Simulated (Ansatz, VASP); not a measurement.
**C in VASP and in Ansatz**

```
C
1.0
     2.46496    0.00000    0.00000
    -1.23248    2.13472    0.00000
     0.00000    0.00000    6.74054
C
4
Direct
  0.00000 0.00000 0.00250
  0.00000 0.00000 0.50250
  0.33333 0.66667 0.00250
  0.66667 0.33333 0.50250
```

Alike in both runs: functional PBE; dispersion D3(BJ); k mesh 21 × 21 × 6; occupations gaussian, width 0.1 eV; no spin polarisation.

Ansatz relaxed the structure, and its values are those at the end. VASP's run is a single point on that final structure, the one shown.

|  | VASP | Ansatz |
| --- | --- | --- |
| version | VASP 6.6.1 | Ansatz 0.2.0 |
| potentials or method | VASP PAW PBE potentials, release 64 (C) | scalar-relativistic, plane waves, PAW |
| plane-wave cutoff (eV) | 520 | 420 |
| valence electrons in the cell | 16 | 16 |

```tsv
	VASP	Ansatz	Ansatz less VASP
gap on the k mesh at the Fermi level (eV)	none	none	-
pressure (GPa)	0.4	0.0	-0.45
```

A gap of «none» marks a metal or a gap that the smearing closes. The functional is the same, so the differences come from potentials, cutoffs and numerics.
